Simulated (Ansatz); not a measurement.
Starting cell, CaF2 (fluorite):

```
CaF2
1.0
    0.00000     2.75548     2.75548
    2.75548     0.00000     2.75548
    2.75548     2.75548     0.00000
Ca F
1 2
Cartesian
  0.00000   0.00000   0.00000
  1.37774   1.37774   1.37774
  4.13322   4.13322   4.13322
```

In this cell atom 3 (F, nearest neighbour Ca at 2.386 Å; its periodic images, 3.9 Å or more away, move with it) is moved by s along Cartesian [111], unit vector (0.577, 0.577, 0.577); all other atoms and the cell stay fixed.

Computed with PBE (plane waves to 420 eV, PAW, scalar-relativistic; Ansatz, a program for electronic structure). k mesh 8×8×8 (Γ-centred), Fermi-Dirac smearing 0.05 eV. The energy includes the smearing's −TS. Stress and pressure are positive under compression. F∥ is the force on the atom along that direction. CaF2 was relaxed with its symmetry unable to fall. ΔE is measured from the undisplaced structure.

```tsv
s (Å)	F∥ (eV/Å)	ΔE (meV/cell)	P (GPa)
-0.240	0.769	100.8	1.09
-0.192	0.647	66.7	0.74
-0.144	0.511	38.9	0.44
-0.096	0.359	17.9	0.20
-0.048	0.190	4.7	0.05
0.000	0.000	0.0	0.00
0.048	-0.215	___	0.06
0.096	-0.458	21.1	0.25
0.144	-0.738	49.6	0.59
0.192	-1.061	92.6	1.11
0.240	___	152.3	1.82
```

Task: What belongs in the gaps?

Result: 
- 0.048, ΔE (meV/cell): 5.0
- 0.240, F∥ (eV/Å): -1.437

(For displaced atoms, the force is minus the slope of the energy, and its curvature is a force constant, which sets phonon frequencies.)
